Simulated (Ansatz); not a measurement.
A run of Ansatz 0.2.0:

input.yaml

```yaml
crystal:
  lattice:
    - [5.5822227355, 0.0, 0.0]
    - [-2.7911113678, 4.8343466985, 0.0]
    - [0.0, 0.0, 6.08246788]
  atoms:
    - { symbol: Ti, position: [0.46693675, 0.0, 0.3333333333] }
    - { symbol: Ti, position: [0.0, 0.46693675, 0.6666666667] }
    - { symbol: Ti, position: [0.53306325, 0.53306325, 0.0] }
    - { symbol: O, position: [0.58106572, 0.85143318, 0.1206639333] }
    - { symbol: O, position: [0.72963254, 0.14856682, 0.5460027333] }
    - { symbol: O, position: [0.27036746, 0.41893428, 0.7873306] }
    - { symbol: O, position: [0.85143318, 0.58106572, 0.8793360667] }
    - { symbol: O, position: [0.14856682, 0.72963254, 0.4539972667] }
    - { symbol: O, position: [0.41893428, 0.27036746, 0.2126694] }
hamiltonian:
  xc: blyp
  pseudopotentials: { kind: paw }
kpoints:
  mp_grid: { grid: [5, 5, 4] }
  band_path:
    path:
      - [[0.0, 0.0, 0.0], [0.5, 0.0, 0.0], [0.3333333333, 0.3333333333, 0.0], [0.0, 0.0, 0.0], [0.0, 0.0, 0.5], [0.5, 0.0, 0.5], [0.3333333333, 0.3333333333, 0.5], [0.0, 0.0, 0.5]]
      - [[0.5, 0.0, 0.5], [0.5, 0.0, 0.0]]
      - [[0.3333333333, 0.3333333333, 0.0], [0.3333333333, 0.3333333333, 0.5]]
    npoints: 10
scf:
  occupations: { method: fermi_dirac, width: 0.05 }
  n_extra_bands: 22
output:
  forces: true
  stress: true
  eigenvalues: true
  fatbands: false
```

Potentials or basis: Ansatz PAW.

Launch:

```bash
$ ansatz run input.yaml --threads 4 --pin off --max-ram 11264MiB --backend cpu --events-out ev --progress --plain --runs-dir out
```

Hardware: 4 threads of Intel(R) Xeon(R) Platinum 8259CL CPU @ 2.50GHz (Skylake/Cascade Lake), on a shared host.

Question: Estimate the wall time of this run.

Answer: It took 10 s on 4 threads of Intel(R) Xeon(R) Platinum 8259CL CPU @ 2.50GHz (Skylake/Cascade Lake), with other jobs on the host, peak memory 0.86 GiB. Counts: scf iterations 8, plane waves 3201, k points 17, bands 58.
